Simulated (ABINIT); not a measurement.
Runs of ABINIT 10.8.3 (patched build) on GaP. The structure is cubic, space group F-43m (No. 216). Conventional cell: a = 5.451 Å, b = 5.451 Å, c = 5.451 Å, α = 90.00°, β = 90.00°, γ = 90.00°. Ga (site symmetry -43m) has 4 P at 2.36 Å as nearest neighbours. Around P (site symmetry -43m) lie 4 Ga at 2.36 Å. 

```tsv
task	level	potentials or basis	k mesh	cutoff (eV)	smearing	bands in the sums	one-shot functional	fine-grid cutoff	cutoff of the screening (Ha)	wave-function cutoff in the screening (Ha)	mesh quality	gap on the mesh (eV)	pressure (GPa)
one-shot levels of the hybrid HSE06	PBEsol	PseudoDojo NC SR PBEsol v0.4.1 standard	5 × 5 × 5	980	fixed	17	HSE06	-	-	-	not flagged	1.47	-
single point	PBE	SG15 NC PBE v1.2	6 × 6 × 6	1088	fermi-dirac 0.05 eV	-	-	-	-	-	not flagged	1.65	-
one-shot levels of the hybrid PBE0-1/3	PBEsol	PseudoDojo NC SR PBEsol v0.4.1 standard	6 × 6 × 6	980	fixed	17	PBE0-1/3	-	-	-	not flagged	1.51	-
positron lifetime	PBEsol	JTH PAW PBE v2.0	6 × 6 × 6	408	fermi-dirac 0.05 eV	-	-	816.342 eV	-	-	not flagged	1.51	(b)
positron lifetime	PBE	JTH PAW PBE v2.0	6 × 6 × 6	408	fermi-dirac 0.05 eV	-	-	816.342 eV	-	-	not flagged	1.66	2.5
one-shot levels of the hybrid B3LYP	LDA	PseudoDojo NC SR LDA v0.4.1 standard	5 × 5 × 5	980	fixed	17	B3LYP	-	-	-	not flagged	(a)	-
```

Alike in all rows: no spin polarisation; cell as given.

Estimate the missing entries.

(a) 1.45; (b) -0.5.

Caveats: an odd mesh through Γ misses points on the zone boundary, where band edges often lie (some runs); the PAW basis is incomplete for the positron (some runs); Libxc's HSE differs a little from that of other programs (some runs); this build's HSE levels may be imprecise (some runs); the PAW data sets were made with another functional, which shifts forces and pressure a little (some runs).

A k mesh can miss the band edges, and the runs leave out spin-orbit coupling on Ga.

Not every run made on this cell is shown here.
